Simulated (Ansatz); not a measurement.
A run of Ansatz 0.2.0 is set up as follows.

input.yaml

```yaml
crystal:
  lattice:
    - [0.0, 2.96366, 2.96366]
    - [2.96366, 0.0, 2.96366]
    - [2.96366, 2.96366, 0.0]
  atoms:
    - { symbol: Pb, position: [0.0, 0.0, 0.0] }
    - { symbol: F, position: [0.75, 0.75, 0.75] }
    - { symbol: F, position: [0.25, 0.25, 0.25] }
hamiltonian:
  xc: pbe
  pseudopotentials: { kind: paw }
kpoints:
  mp_grid: { grid: [8, 8, 8] }
scf:
  occupations: { method: gaussian, width: 0.05 }
output:
  forces: true
  stress: true
  eigenvalues: true
  write_density: true
  write_potential: true
  elf: true
  volumetric_format: npy
```

Potentials or basis: Ansatz PAW.

Run with:

```bash
$ ansatz run input.yaml --threads 2 --pin off --max-ram 5632MiB --backend cpu --events-out ev --progress --plain --runs-dir out
```

**Question.** Predict the band gap on the k mesh.

**Answer.** 4.42 eV, indirect (least direct gap 4.57 eV).

**Question.** Predict the pressure.

**Answer.** 2.7 GPa.

Caveat: the pressure holds a Pulay correction of +0.5 GPa for the finite cutoff; spin-orbit coupling is left out, which as a rule narrows the gap of such compounds by several tenths of an eV. A k mesh can miss the band edges.
